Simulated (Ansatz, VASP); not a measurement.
Two plane-wave programs on C

```
CELL_PARAMETERS angstrom
1.20169 0.69379 3.27735
-1.20169 0.69379 3.27735
0.00000 -1.38759 3.27735
ATOMIC_POSITIONS crystal
C 0.16094 0.16094 0.16094
C 0.83906 0.83906 0.83906
```

Change from the starting cell: mode 4 frozen in at -0.057 Å, equal normal strain along x, y and z -0.0250.

Alike in both runs: task single point; functional PBE; dispersion D3(BJ); k mesh 15 × 15 × 15; occupations gaussian, width 0.05 eV; no spin polarisation.

|  | VASP | Ansatz |
| --- | --- | --- |
| version | VASP 6.6.1 | Ansatz 0.2.0 |
| potentials or method | VASP PAW PBE potentials, release 64 (C) | scalar-relativistic, plane waves, PAW |
| plane-wave cutoff (eV) | 520 | 520 |
| valence electrons in the cell | 8 | 8 |

Ansatz gave:

```
gap on the k mesh at the Fermi level (eV)       : 0.95
least direct gap on the mesh (eV)               : 0.95
pressure (GPa)                                  : 24.8
largest component of the traceless stress (GPa) : 26.21
rms of the force components (eV/Å)              : 1.040
```

Question: What did VASP give for the same quantities?

Answer: gap on the k mesh at the Fermi level (eV): 0.95; least direct gap on the mesh (eV): 0.95; pressure (GPa): 25.3; largest component of the traceless stress (GPa): 26.79; rms of the force components (eV/Å): 1.036.

Atom by atom the forces differ by 0.003 eV/Å (rms over components).

Caveats: so large a pressure means that the cell lies far from this level's equilibrium, or that cutoff or potentials fall short (VASP); an odd mesh through Γ misses points on the zone boundary, where band edges often lie; forces of over 1 eV/Å show positions far from the minimum, so gaps and moduli don't describe the material at rest.
